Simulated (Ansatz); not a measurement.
Free-standing chains of the atoms of NiO, named by their start (strip: triangular double chain, ladder: square double chain); atoms and period are relaxed, and energies count from relaxed bulk NiO (Fm-3m, 9.37 Å³/atom, gap on the mesh 0.00 eV).

Computed with DFT PBE, scalar-relativistic, plane waves, PAW (Ansatz).

Settings: cutoff 420 eV, Γ-centred mesh 1×1×17 on the computed 2-atom cell, Gaussian smearing of 0.05 eV; collinear spin from starting moments 1.6 0.5 μB.

Start (linear chain):

```
CELL_PARAMETERS angstrom
9.00000 0.00000 0.00000
0.00000 9.30000 0.00000
0.00000 0.00000 3.79472
ATOMIC_POSITIONS crystal
Ni 0.50000 0.50000 0.00000
O 0.50000 0.50000 0.50000
```

Task: Relax it.

Result: The free energy falls by 468 meV/atom.

```
excess energy (eV per host atom)                      : 0.399
period (Å)                                            : 3.339
gap on the mesh (eV)                                  : 0
highest filled level or Fermi level under vacuum (eV) : 5.69
size of the moment (μB per cell)                      : 0.12
```

Relaxed structure:
```yaml
crystal:
  lattice:
    - [9.00000, 0.00000, 0.00000]
    - [0.00000, 9.30000, 0.00000]
    - [0.00000, 0.00000, 3.33913]
  atoms:
    - { symbol: Ni, position: [0.50000, 0.50000, 0.00000] }
    - { symbol: O, position: [0.50000, 0.50000, 0.50000] }
```

The cell holds one magnetic atom, so it can only be ferromagnetic; an antiferromagnetic order may lie lower.

Each run keeps its start's symmetry and one magnetic start, so lower states can exist.

The run took 45 s on 2 threads of Intel(R) Xeon(R) Platinum 8259CL CPU @ 2.50GHz (Skylake/Cascade Lake), on a shared host, peak memory 0.6 GiB.